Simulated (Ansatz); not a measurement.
# Ge: how the axes shrink under pressure

Ge, P6_3/mmc, a = 3.997 Å, c = 6.596 Å. This isn't the element's structure at ambient conditions. Ansatz: PBEsol, PAW, 420 eV, Γ-centred 12×12×6 mesh on 4 atoms, Gaussian smearing 0.10 eV; no spin polarisation. Cell and atoms are relaxed at each pressure, and no other structure is tried, so the rows at high pressure may lie past a change of phase. y = 100 ln(c/c0) with c0 = 6.5964 Å, so nearly a change in per cent. The pressures are the targets, met within 0.02 GPa.

```tsv
P (GPa)	y	100 ln(a/a0)
-2.0	1.05	1.07
0.0	0.00	0.00
2.0	-0.93	-0.94
5.0	?	?
10.0	-3.57	-3.89
20.0	-5.99	-6.48
40.0	-9.21	-10.25
```

**Question.** Fit y = c1 P + c2 P² to the other rows, give the linear compressibility along c, and predict the missing y.

**Answer.** Least squares on the rows shown. y = −0.3860 P + 0.003916 P². The linear compressibility along c is −c1/100 = 3.86 per TPa, against 4.12 along a from the same fit to the last column (its missing entry is -2.18): the crystal is about as stiff along both at low pressure. The runs next to zero pressure give 4.94 and 5.01, so a parabola over the whole range misstates the start. With a term in P³ added, the coefficient of P becomes -0.4560, 18 % more, which shows how far this figure hangs on the form. At P = 5.0 the fit asked for gives -1.83. The run gave -2.03, so the fit is 0.20 too high, within twice the rms miss on the fitted rows (0.17).

The mesh isn't the same in all rows (12×12×6, 12×12×8).